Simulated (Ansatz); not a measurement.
## Os under changes of volume

One of the cells (13.982 Å³/atom); the others are scaled copies at fixed shape and fractional positions:

```
CELL_PARAMETERS angstrom
2.73410 0.00000 0.00000
-1.36705 2.36780 0.00000
0.00000 0.00000 4.31970
ATOMIC_POSITIONS crystal
Os 0.66667 0.33333 0.75000
Os 0.33333 0.66667 0.25000
```

| Property | Result |
| --- | --- |
| Program | Ansatz 0.2.0 |
| Functional | RPBE |
| Potentials or basis | Ansatz PAW |
| Cutoff | 420 eV (not typed: the program's choice for these potentials) |
| k mesh | 11 × 11 × 6 |
| Occupations | fermi-dirac, width 0.05 eV |
| Spin | no spin polarisation |

```csv
volume (Å³/atom),energy over the lowest point (meV/atom),pressure (GPa)
13.143,161.91,44.6
13.423,?,?
13.703,46.65,22.3
13.982,16.12,12.9
14.262,1.12,4.5
14.542,0.00,-3.0
14.821,11.27,-9.7
```

Problem. What does the run at 13.423 Å³/atom give?

Solution. Energy over the lowest point 94.56 meV/atom; pressure 32.9 GPa.

Worked out: A Birch-Murnaghan fit of order 3 (a polynomial in V^(-2/3)) to the other rows has its minimum at 14.42 Å³/atom with B0 = V·E''(V) = 385 GPa and B' = 4.7 at fixed shape and positions, which overstates the stiffness. It gives 94.55 meV/atom at 13.423 Å³/atom, against the run's 94.56, and -dE/dV = 32.8 GPa, against 32.9.

Energies are extrapolated to zero smearing.

Caveats: the PAW data sets come from PBE, with cores solved anew for the run's functional, which leaves a small shift of forces and pressure.
